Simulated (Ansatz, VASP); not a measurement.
# One calculation of HfC, two programs

File POSCAR:

```
HfC
1.0
    0.0000000000      2.3357098798      2.3357098798
    2.3357098798      0.0000000000      2.3357098798
    2.3357098798      2.3357098798      0.0000000000
Hf C
1 1
Direct
    0.5000000000      0.5000000000      0.5000000000
    0.0000000000      0.0000000000      0.0000000000
```

File INCAR.step1:

```
  PREC = Accurate
  ENCUT = 520
  ISMEAR = 0
  SIGMA = 0.05
  LREAL = F
  LASPH = T
  NELM = 100
  NBANDS = 14
  GGA = PE
  ALGO = Normal
  EDIFF = 1E-4
  LWAVE = T
  LCHARG = F
```

Contents of INCAR.step2:

```
  PREC = Accurate
  ENCUT = 520
  EDIFF = 1E-6
  ISMEAR = 0
  SIGMA = 0.05
  LREAL = F
  LASPH = T
  NELM = 100
  ALGO = Normal
  ISIF = 2
  LWAVE = F
  LCHARG = F
  METAGGA = R2SCAN
  LMIXTAU = T
  NBANDS = 14
  ISTART = 1
```

KPOINTS

```
regular mesh
0
Gamma
  12 12 12
```

Input for Ansatz:

```yaml
crystal:
  lattice:
    - [0.0, 2.3357098798, 2.3357098798]
    - [2.3357098798, 0.0, 2.3357098798]
    - [2.3357098798, 2.3357098798, 0.0]
  atoms:
    - { symbol: Hf, position: [0.5, 0.5, 0.5] }
    - { symbol: C, position: [0.0, 0.0, 0.0] }
basis:
  ecutwfc: 500
  ecutrho_ratio: 4
kpoints:
  mp_grid: { grid: [12, 12, 12] }
hamiltonian:
  xc: r2scan
scf:
  occupations: { method: gaussian, width: 0.05 }
output:
  forces: true
  stress: true
  eigenvalues: true
```

Alike in both runs: task single point; functional r2SCAN; k mesh 12 × 12 × 12; occupations gaussian, width 0.05 eV; no spin polarisation.

```csv
,VASP,Ansatz
version,VASP 6.6.1,Ansatz 0.2.0
potentials or method,"VASP PAW PBE potentials, release 64 (Hf_pv, C)","scalar-relativistic, plane waves, PAW"
plane-wave cutoff (eV),520,500
valence electrons in the cell,14,30
```

Ansatz gave:

- gap on the k mesh at the Fermi level (eV): none
- pressure (GPa): -4.7

**Question.** What did VASP give for the same quantities?

**Answer.** gap on the k mesh at the Fermi level (eV): none; pressure (GPa): -5.8.

A gap of «none» marks a metal or a gap that the smearing closes. The two sets of potentials don't hold the same shells in valence.

Caveats: the PAW data sets were made with another functional, which shifts forces and pressure a little (VASP). Spin-orbit coupling is left out, which matters for the levels of Hf.
